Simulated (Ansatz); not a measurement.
**Course of a relaxation: Ge**

Recipe of this trial structure of Ge: 4-, 6-connected net of one element (P-3m1, No. 164). The dimensions are guesses.

```cif
data_structure
_symmetry_space_group_name_H-M 'P 1'
_symmetry_Int_Tables_number 1
_cell_length_a 3.5952
_cell_length_b 3.5952
_cell_length_c 5.9904
_cell_angle_alpha 90.000
_cell_angle_beta 90.000
_cell_angle_gamma 120.000
_cell_volume 67.05
loop_
_atom_site_label
_atom_site_type_symbol
_atom_site_fract_x
_atom_site_fract_y
_atom_site_fract_z
_atom_site_occupancy
Ge1 Ge 0.00000 0.00000 0.80256 1
Ge2 Ge 0.00000 0.00000 0.19744 1
Ge3 Ge 0.33333 0.66667 0.61461 1
Ge4 Ge 0.66667 0.33333 0.38539 1
```

Theory: Ansatz 0.2.0, DFT PBE, scalar-relativistic, plane waves, PAW. Cutoff 420 eV, Gaussian smearing, Γ-centred meshes. Cell and atoms relax first on a coarse mesh and then on a finer one. In between, the cell is made exact in the group found at 0.06 Å. In metals the finer mesh still leaves noise of several meV/atom or more. The steps can't lower the symmetry of their start. No spin polarisation.

Steps on the 6×6×4 mesh (4 atoms, 10 steps). The free energy counts from the last step; the plane-wave basis is renewed at times, which shifts energy and pressure.

| step | ΔF (meV/atom) | V (Å³/atom) | P (GPa) | largest force component (eV/Å) |
| --- | --- | --- | --- | --- |
| 1 | 500.8 | 16.76 | 32.52 | 1.886 |
| 2 | 166.8 | 18.75 | 14.36 | 0.444 |
| 3 | 50.7 | 20.50 | 4.96 | 0.215 |
| 4 | 15.0 | 22.87 | -1.53 | 0.112 |
| 5 | 13.6 | 22.28 | 0.40 | 0.131 |
| 6 | 12.7 | 22.11 | 0.40 | 0.135 |
| 7 | 11.5 | 22.36 | -0.12 | 0.008 |
| 8 | 0.9 | 22.36 | 0.86 | 0.006 |
| 9 | 0.0 | 22.66 | 0.14 | 0.035 |
| 10 | 0.0 | 22.66 | 0.14 | 0.035 |

The relaxed structure, after a last relaxation on the converged mesh:

```cif
data_structure
_symmetry_space_group_name_H-M 'P-3m1'
_symmetry_Int_Tables_number 164
_cell_length_a 3.9735
_cell_length_b 3.9735
_cell_length_c 6.6796
_cell_angle_alpha 90.000
_cell_angle_beta 90.000
_cell_angle_gamma 120.000
_cell_volume 91.33
loop_
_atom_site_label
_atom_site_type_symbol
_atom_site_symmetry_multiplicity
_atom_site_Wyckoff_symbol
_atom_site_fract_x
_atom_site_fract_y
_atom_site_fract_z
_atom_site_occupancy
Ge1 Ge 2 c 0.00000 0.00000 0.81377 1
Ge2 Ge 2 d 0.33333 0.66667 0.66243 1
```

The symmetry stays P-3m1 (No. 164). The volume per atom grows by 36.2 %, from 16.8 to 22.8 Å³. The shortest distance goes from 2.36 Å (Ge–Ge) to 2.49 Å (Ge–Ge). The energy falls by about 0.49 eV/atom (the start's value is from the coarse mesh). Ge on its first site has 4 Ge at 2.49–2.51 Å; Ge on its second site is surrounded by 3 Ge at 2.51 Å.

| Property | Result |
| --- | --- |
| Volume per atom | 22.8 Å³ |
| Density | 5.3 g/cm³ |
| Energy over the standard state | +0.24 eV/atom |
| Gap on the 12×12×8 mesh of the 4-atom cell | 0 eV (a metal) |

Energies count from the standard state of Ge at the same level.

The last run used Gaussian smearing of 0.10 eV. A structure relaxed within its symmetry needn't be a true minimum. In all, the 3 runs took 7.1 min on 1 thread of Intel(R) Xeon(R) Processor @ 2.50GHz (Skylake/Cascade Lake), on a shared host. Another cell of Ge relaxed alike, in P6_3/mmc, lies 240 meV/atom lower, so this cell isn't the stable form at this level.
